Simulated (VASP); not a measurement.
# Al2Cu (P4/mmm) in VASP: notebook, part 2 of 2

VASP 6.6.1. Earlier steps stand in the parts before.

### Step 4. Equation of state, PBE, 15.92 Å³/atom (volume scaled by 0.98)

INCAR

```
SYSTEM = Al2Cu
PREC = Accurate
ENCUT = 520
EDIFF = 1E-7
ISMEAR = -1
SIGMA = 0.05
LREAL = .False.
LASPH = .True.
NELM = 60
ALGO = Normal
ISIF = 2
LWAVE = .False.
LCHARG = .False.
GGA = PE
NBANDS = 16
```

KPOINTS

```
Automatic mesh
0
Gamma
  7 7 9
  0 0 0
```

POSCAR

```
Al2Cu
1.0
    4.0776296128      0.0000000000      0.0000000000
    0.0000000000      4.0776296128      0.0000000000
    0.0000000000      0.0000000000      2.8719076301
Cu Al
1 2
Direct
    0.0000000000      0.0000000000      0.0000000000
    0.0000000000      0.5000000000      0.5000000000
    0.5000000000      0.0000000000      0.5000000000
```

Command:

```sh
$ cat potpaw_PBE.64/Cu/POTCAR potpaw_PBE.64/Al/POTCAR > POTCAR
$ mpirun -np 1 vasp_std > vasp.out
```

It took 24 s on 1 thread of Intel Xeon Platinum 8488C (Sapphire Rapids), shared host; peak memory 0.17 GiB.

The run converged. Its results:

| Quantity | Value |
| --- | --- |
| Free energy | -11.2806 eV |
| Pressure | 2.7 GPa |
| Band gap on the k mesh | none (metal or under the smearing width) |

### Step 5. Equation of state, PBE, 16.57 Å³/atom (volume scaled by 1.02)

INCAR

```
SYSTEM = Al2Cu
PREC = Accurate
ENCUT = 520
EDIFF = 1E-7
ISMEAR = -1
SIGMA = 0.05
LREAL = .FALSE.
LASPH = .TRUE.
NELM = 80
ALGO = Normal
ISIF = 2
LWAVE = .FALSE.
LCHARG = .FALSE.
GGA = PE
NBANDS = 16
```

KPOINTS

```
regular mesh
0
G
  7 7 9
  0 0 0
```

POSCAR

```
Al2Cu
1.0
    4.1323694281      0.0000000000      0.0000000000
    0.0000000000      4.1323694281      0.0000000000
    0.0000000000      0.0000000000      2.9104613262
Cu Al
1 2
Direct
    0.0000000000      0.0000000000      0.0000000000
    0.0000000000      0.5000000000      0.5000000000
    0.5000000000      0.0000000000      0.5000000000
```

Command:

```sh
$ cat potpaw_PBE.64/Cu/POTCAR potpaw_PBE.64/Al/POTCAR > POTCAR
$ mpirun -np 1 vasp_std > vasp.out
```

It took 35 s on 1 thread of Intel Xeon Platinum 8488C (Sapphire Rapids), shared host; peak memory 0.18 GiB.

Results (log left out):

* Free energy: -11.2899 eV
* Pressure: -1.1 GPa
* Band gap on the k mesh: none (metal or under the smearing width)

### Step 6. Equation of state, PBE, 16.89 Å³/atom (volume scaled by 1.04)

INCAR

```
PREC = Accurate ; ENCUT = 520
EDIFF = 1E-7 ; ISMEAR = -1
SIGMA = 0.05 ; LREAL = False
LASPH = True ; NELM = 100
ALGO = Normal ; ISIF = 2
LWAVE = False ; LCHARG = False
GGA = PE ; NBANDS = 16
```

KPOINTS

```
Automatic mesh
0
Gamma
  7 7 9
```

POSCAR

```
Al2Cu
1.0
    4.1592037477      0.0000000000      0.0000000000
    0.0000000000      4.1592037477      0.0000000000
    0.0000000000      0.0000000000      2.9293609553
Cu Al
1 2
Direct
    0.0000000000      0.0000000000      0.0000000000
    0.0000000000      0.5000000000      0.5000000000
    0.5000000000      0.0000000000      0.5000000000
```

Potentials or basis: VASP PAW PBE potentials, release 64 (Cu, Al).

Command:

```sh
$ cat potpaw_PBE.64/Cu/POTCAR potpaw_PBE.64/Al/POTCAR > POTCAR
$ mpirun -np 1 vasp_std > vasp.out
```

It took 20 s on 1 thread of Intel Xeon Platinum 8488C (Sapphire Rapids), shared host; peak memory 0.18 GiB.

Results (log left out):

- Free energy: -11.2790 eV
- Pressure: -2.6 GPa
- Band gap on the k mesh: none (metal or under the smearing width)

### Step 7. Equation of state, PBE, 17.22 Å³/atom (volume scaled by 1.06)

INCAR

```
SYSTEM = Al2Cu
PREC     = Accurate       ! precision mode
ENCUT    = 520            ! plane-wave cutoff, eV
EDIFF    = 1E-7           ! SCF threshold, eV
ISMEAR   = -1             ! smearing method
SIGMA    = 0.05           ! smearing width, eV
LREAL    = .False.        ! projectors in reciprocal space
LASPH    = .True.         ! aspherical terms in the spheres
NELM     = 100            ! most SCF steps
ALGO     = Normal         ! electronic algorithm
ISIF     = 2              ! what is computed and relaxed
LWAVE    = .False.        ! write WAVECAR
LCHARG   = .False.        ! write CHGCAR
GGA      = PE             ! functional
NBANDS   = 16             ! bands
```

KPOINTS

```
regular mesh
0
Gamma
  7 7 9
  0 0 0
```

POSCAR

```
Al2Cu
1.0
    4.1856962056      0.0000000000      0.0000000000
    0.0000000000      4.1856962056      0.0000000000
    0.0000000000      0.0000000000      2.9480198084
Cu Al
1 2
Direct
    0.0000000000      0.0000000000      0.0000000000
    0.0000000000      0.5000000000      0.5000000000
    0.5000000000      0.0000000000      0.5000000000
```

Command:

```sh
$ cat potpaw_PBE.64/Cu/POTCAR potpaw_PBE.64/Al/POTCAR > POTCAR
$ mpirun -np 1 vasp_std > vasp.out
```

It took 18 s on 1 thread of Intel Xeon Platinum 8488C (Sapphire Rapids), shared host; peak memory 0.18 GiB.

Results (log left out):

```
Free energy            : -11.2593 eV
Pressure               : -4.0 GPa
Band gap on the k mesh : none (metal or under the smearing width)
```

### Step 8. Equation of state, PBE

This step only gathers the single runs of the series.

What came out:

* Equilibrium volume: 16.37 Å³/atom
* Bulk modulus at fixed shape and positions: 88 GPa
* Pressure derivative of the bulk modulus: 4.7

Energy against volume, from the lowest point:
| volume (Å³/atom) | energy (meV/atom) |
| --- | --- |
| 15.267 | 23.18 |
| 15.592 | 10.96 |
| 15.917 | 3.40 |
| 16.242 | 0.00 |
| 16.567 | 0.30 |
| 16.892 | 3.92 |
| 17.216 | 10.50 |

Caveat: the cell was scaled at fixed shape and fractional positions, which overstates the stiffness of a crystal with free parameters, most of all of layers and chains.

### Step 9. Equation of state, PBEsol, 15.27 Å³/atom (volume scaled by 0.94)

INCAR

```
SYSTEM = Al2Cu
PREC = Accurate ; ENCUT = 520
EDIFF = 1E-7 ; ISMEAR = -1
SIGMA = 0.05 ; LREAL = .FALSE.
LASPH = .TRUE. ; NELM = 80
ALGO = Normal ; ISIF = 2
LWAVE = .FALSE. ; LCHARG = .FALSE.
GGA = PS ; NBANDS = 16
```

KPOINTS

```
regular mesh
0
G
  7 7 9
  0 0 0
```

POSCAR

```
Al2Cu
1.0
    4.0213792609      0.0000000000      0.0000000000
    0.0000000000      4.0213792609      0.0000000000
    0.0000000000      0.0000000000      2.8322900507
Cu Al
1 2
Direct
    0.0000000000      0.0000000000      0.0000000000
    0.0000000000      0.5000000000      0.5000000000
    0.5000000000      0.0000000000      0.5000000000
```

Potentials or basis: VASP PAW PBE potentials, release 64 (Cu, Al).

Command:

```sh
$ cat potpaw_PBE.64/Cu/POTCAR potpaw_PBE.64/Al/POTCAR > POTCAR
$ mpirun -np 1 vasp_std > vasp.out
```

It took 17 s on 1 thread of Intel Xeon Platinum 8559C (Emerald Rapids), shared host; peak memory 0.17 GiB.

Results (log left out):

```
Free energy            : -12.5394 eV
Pressure               : 4.1 GPa
Band gap on the k mesh : none (metal or under the smearing width)
```

Caveat: the PAW data sets were made with another functional, which shifts forces and pressure a little.

### Step 10. Equation of state, PBEsol, 15.59 Å³/atom (volume scaled by 0.96)

INCAR is that of step 9.

KPOINTS is that of step 9.

POSCAR

```
Al2Cu
1.0
    4.0496997663      0.0000000000      0.0000000000
    0.0000000000      4.0496997663      0.0000000000
    0.0000000000      0.0000000000      2.8522364125
Cu Al
1 2
Direct
    0.0000000000      0.0000000000      0.0000000000
    0.0000000000      0.5000000000      0.5000000000
    0.5000000000      0.0000000000      0.5000000000
```

Command:

```sh
$ cat potpaw_PBE.64/Cu/POTCAR potpaw_PBE.64/Al/POTCAR > POTCAR
$ mpirun -np 1 vasp_std > vasp.out
```

Run time: 17 s. Hardware: 1 thread of Intel Xeon Platinum 8559C (Emerald Rapids), shared host; peak memory 0.17 GiB.

The run converged. Its results:

```yaml
Free_energy: -12.5575 eV
Pressure: 1.8 GPa
Band_gap_on_the_k_mesh: none (metal or under the smearing width)
```

Caveat: the PAW data sets were made with another functional, which shifts forces and pressure a little.

### Step 11. Equation of state, PBEsol, 15.92 Å³/atom (volume scaled by 0.98)

INCAR is that of step 10.

KPOINTS is that of step 10.

POSCAR

```
Al2Cu
1.0
    4.0776296128      0.0000000000      0.0000000000
    0.0000000000      4.0776296128      0.0000000000
    0.0000000000      0.0000000000      2.8719076301
Cu Al
1 2
Direct
    0.0000000000      0.0000000000      0.0000000000
    0.0000000000      0.5000000000      0.5000000000
    0.5000000000      0.0000000000      0.5000000000
```

Command:

```sh
$ cat potpaw_PBE.64/Cu/POTCAR potpaw_PBE.64/Al/POTCAR > POTCAR
$ mpirun -np 1 vasp_std > vasp.out
```

Wall time 17 s (1 thread of Intel Xeon Platinum 8559C (Emerald Rapids), shared host); peak memory 0.17 GiB.

It converged, with:

| Item | Value |
| --- | --- |
| Free energy | -12.5622 eV |
| Pressure | -0.3 GPa |
| Band gap on the k mesh | none (metal or under the smearing width) |

Caveat: the PAW data sets were made with another functional, which shifts forces and pressure a little.

### Step 12. Equation of state, PBEsol, 16.57 Å³/atom (volume scaled by 1.02)

INCAR is that of step 11.

KPOINTS is that of step 11.

POSCAR

```
Al2Cu
1.0
    4.1323694281      0.0000000000      0.0000000000
    0.0000000000      4.1323694281      0.0000000000
    0.0000000000      0.0000000000      2.9104613262
Cu Al
1 2
Direct
    0.0000000000      0.0000000000      0.0000000000
    0.0000000000      0.5000000000      0.5000000000
    0.5000000000      0.0000000000      0.5000000000
```

Potentials or basis: VASP PAW PBE potentials, release 64 (Cu, Al).

Command:

```sh
$ cat potpaw_PBE.64/Cu/POTCAR potpaw_PBE.64/Al/POTCAR > POTCAR
$ mpirun -np 1 vasp_std > vasp.out
```

Run time: 14 s. Hardware: 1 thread of Intel Xeon Platinum 8559C (Emerald Rapids), shared host; peak memory 0.18 GiB.

The run converged. Its results:

* Free energy: -12.5372 eV
* Pressure: -3.8 GPa
* Band gap on the k mesh: none (metal or under the smearing width)

Caveat: the PAW data sets were made with another functional, which shifts forces and pressure a little.

### Step 13. Equation of state, PBEsol, 16.89 Å³/atom (volume scaled by 1.04)

INCAR is that of step 12.

KPOINTS is that of step 12.

POSCAR

```
Al2Cu
1.0
    4.1592037477      0.0000000000      0.0000000000
    0.0000000000      4.1592037477      0.0000000000
    0.0000000000      0.0000000000      2.9293609553
Cu Al
1 2
Direct
    0.0000000000      0.0000000000      0.0000000000
    0.0000000000      0.5000000000      0.5000000000
    0.5000000000      0.0000000000      0.5000000000
```

Command:

```sh
$ cat potpaw_PBE.64/Cu/POTCAR potpaw_PBE.64/Al/POTCAR > POTCAR
$ mpirun -np 1 vasp_std > vasp.out
```

Run time: 15 s. Hardware: 1 thread of Intel Xeon Platinum 8559C (Emerald Rapids), shared host; peak memory 0.18 GiB.

It converged, with:

```
Free energy            : -12.5100 eV
Pressure               : -5.3 GPa
Band gap on the k mesh : none (metal or under the smearing width)
```

Caveat: the PAW data sets were made with another functional, which shifts forces and pressure a little.

### Step 14. Equation of state, PBEsol, 17.22 Å³/atom (volume scaled by 1.06)

INCAR is that of step 13.

KPOINTS is that of step 13.

POSCAR

```
Al2Cu
1.0
    4.1856962056      0.0000000000      0.0000000000
    0.0000000000      4.1856962056      0.0000000000
    0.0000000000      0.0000000000      2.9480198084
Cu Al
1 2
Direct
    0.0000000000      0.0000000000      0.0000000000
    0.0000000000      0.5000000000      0.5000000000
    0.5000000000      0.0000000000      0.5000000000
```

Command:

```sh
$ cat potpaw_PBE.64/Cu/POTCAR potpaw_PBE.64/Al/POTCAR > POTCAR
$ mpirun -np 1 vasp_std > vasp.out
```

Wall time 15 s (1 thread of Intel Xeon Platinum 8559C (Emerald Rapids), shared host); peak memory 0.18 GiB.

It converged, with:

```yaml
Free_energy: -12.4743 eV
Pressure: -6.6 GPa
Band_gap_on_the_k_mesh: none (metal or under the smearing width)
```

Caveat: the PAW data sets were made with another functional, which shifts forces and pressure a little.

### Step 15. Equation of state, PBEsol

Potentials or basis: VASP PAW PBE potentials, release 64 (Cu, Al).

No new run: the results of the series are fitted here.

What came out:

```yaml
Equilibrium_volume: 15.88 Å³/atom
Bulk_modulus_at_fixed_shape_and_positions: 97 GPa
Pressure_derivative_of_the_bulk_modulus: 4.7
```

Energy against volume, from the lowest point:
```csv
volume (Å³/atom),energy (meV/atom)
15.267,7.59
15.592,1.56
15.917,0.00
16.242,2.41
16.567,8.34
16.892,17.42
17.216,29.29
```

Caveat: the cell was scaled at fixed shape and fractional positions, which overstates the stiffness of a crystal with free parameters, most of all of layers and chains; the PAW data sets were made with another functional, which shifts forces and pressure a little.
